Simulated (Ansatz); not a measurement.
## LDA, PBE, PBEsol and r²SCAN on KF

```
CELL_PARAMETERS angstrom
0.00000 2.67350 2.67350
2.67350 0.00000 2.67350
2.67350 2.67350 0.00000
ATOMIC_POSITIONS crystal
K 0.00000 0.00000 0.00000
F 0.50000 0.50000 0.50000
```

Atoms are numbered in the order listed.

Conventional cell: a = 5.347 Å, b = 5.347 Å, c = 5.347 Å, α = 90.00°, β = 90.00°, γ = 90.00°. Around K (atom 1) lie 6 F at 2.67 Å. Around F (atom 2) lie 6 K at 2.67 Å.

The cell is COD entry 9008652, as deposited and not checked against the literature; nothing was relaxed.

One fixed cell is solved with several functionals by frozen-core PAW in Ansatz 0.2.0, scalar-relativistically. A positive pressure means that the functional wants a larger cell.

The PAW files were made with PBE; their cores are remade for each functional.

Sampling and basis: a Γ-centred 9×9×9 k mesh, Fermi–Dirac smearing of 0.01 eV, cutoff 420 eV, no spin polarisation.

Cutoffs: PBE 420 eV, LDA 420 eV, PBEsol 420 eV, r²SCAN 500 eV.

Problem. One of the runs gave P (GPa) = -3.54, gap over the k mesh and a high-symmetry path (eV) = 5.80, lowest level at Γ above −25 eV, from the valence-band top or, without a gap, the Fermi level (eV) = -18.24. Which setting was it?
A. PBE
B. LDA
C. r²SCAN
D. PBEsol

Solution. B. The full set:
| setting | P (GPa) | gap over the k mesh and a high-symmetry path (eV) | lowest level at Γ above −25 eV, from the valence-band top or, without a gap, the Fermi level (eV) |
| --- | --- | --- | --- |
| PBE | 1.31 | 6.17 | -18.65 |
| LDA | -3.54 | 5.80 | -18.24 |
| PBEsol | -0.72 | 6.04 | -18.53 |
| r²SCAN | -0.55 | 6.82 | -19.79 |
